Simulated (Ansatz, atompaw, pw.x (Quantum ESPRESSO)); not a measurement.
# What a changed setting does to a pw.x run (diamond K)

Potential: PAW, atompaw 4.2.0.5, PBE; core [Ne], reference 3s2 3p6 4s1 4p0; waves: 3s (bound): rc 1.95 bohr; 4s (bound): rc 1.94 bohr; 3p (bound): rc 2.05 bohr; 4p (bound, empty): rc 2.65 bohr; 3d channel at -0.05 Ry: rc 2.65 bohr; local part: troulliermartins scheme with l = 3 at 0 Ry, radius 2.55 bohr; core correction: smooth core density matched at 2.40 bohr; augmentation: besselshape compensation charge, radius 2.00 bohr; PAW radius 2.65 bohr; waves and projectors: custom polynom2 7 10 vanderbiltortho.

The reference run (k-mesh 8³, cutoffs 40/400 Ry, Fermi–Dirac 0.01 Ry, mixing_beta 0.4, conv_thr 1e-9, no spin) gives -0.00 GPa at 112.349 Å³/atom, where all-electron LAPW gives -0.00 GPa. This run, with its own iteration cap, changes degauss to 0.002.

```
&control
  calculation='scf', prefix='x', pseudo_dir='./', outdir='./tmp', tstress=.true., disk_io='none'
/
&system
  ibrav=0, nat=2, ntyp=1, ecutwfc=40, ecutrho=400, nbnd=17,
  occupations='smearing', smearing='fd', degauss=0.002
/
&electrons
  conv_thr=1e-09, mixing_beta=0.4, electron_maxstep=50
/
ATOMIC_SPECIES
K 1.0 K.UPF
CELL_PARAMETERS angstrom
  0.00000000 4.82528612 4.82528612
  4.82528612 0.00000000 4.82528612
  4.82528612 4.82528612 0.00000000
ATOMIC_POSITIONS crystal
K 0.0000 0.0000 0.0000
K 0.2500 0.2500 0.2500
K_POINTS automatic
8 8 8 0 0 0
```

```bash
pw.x < K.scf.in > K.scf.out
```

Problem. How does the run end?

Solution. It converges in 8 iterations; the free energy moves by +23.8 meV/atom and the pressure by +0.00 GPa. In a metal, with Fermi–Dirac smearing, F lies below its zero-width value by a term in the square of the width.

```
Message from routine setup:
     using ibrav=0 with symmetry is DISCOURAGED, use correct ibrav instead
     lattice parameter (alat)  =      12.8955  a.u.
     unit-cell volume          =    1516.3373 (a.u.)^3
     number of electrons       =        18.00
     number of Kohn-Sham states=           17
     kinetic-energy cutoff     =      40.0000  Ry
     charge density cutoff     =     400.0000  Ry
     scf convergence threshold =      1.0E-09
     Exchange-correlation= SLA PW PBX PBC
     number of k points=    29  Fermi-Dirac smearing, width (Ry)=  0.0020
     iteration #  1     ecut=    40.00 Ry     beta= 0.40
     c_bands:  1 eigenvalues not converged
     total energy              =    -225.97933286 Ry
     estimated scf accuracy    <       0.00312241 Ry
     iteration #  2     ecut=    40.00 Ry     beta= 0.40
     total energy              =    -225.97940663 Ry
     estimated scf accuracy    <       0.00044916 Ry
     iteration #  3     ecut=    40.00 Ry     beta= 0.40
     total energy              =    -225.97949671 Ry
     estimated scf accuracy    <       0.00007314 Ry
     iteration #  4     ecut=    40.00 Ry     beta= 0.40
     total energy              =    -225.97950659 Ry
     estimated scf accuracy    <       0.00000648 Ry
     iteration #  5     ecut=    40.00 Ry     beta= 0.40
     total energy              =    -225.97950828 Ry
     estimated scf accuracy    <       0.00000299 Ry
     iteration #  6     ecut=    40.00 Ry     beta= 0.40
     total energy              =    -225.97950852 Ry
     estimated scf accuracy    <       0.00000009 Ry
     iteration #  7     ecut=    40.00 Ry     beta= 0.40
     total energy              =    -225.97950856 Ry
     estimated scf accuracy    <       0.00000002 Ry
     iteration #  8     ecut=    40.00 Ry     beta= 0.40
     the Fermi energy is     0.4363 ev
!    total energy              =    -225.97950856 Ry
     estimated scf accuracy    <          8.4E-10 Ry
     smearing contrib. (-TS)   =      -0.00036572 Ry
     convergence has been achieved in   8 iterations
          total   stress  (Ry/bohr**3)                   (kbar)     P=       -0.03
     Message from routine punch:
     Nothing written, as per user request (disk_io='none')
```

The run took about 50 s on one core of a shared server CPU.
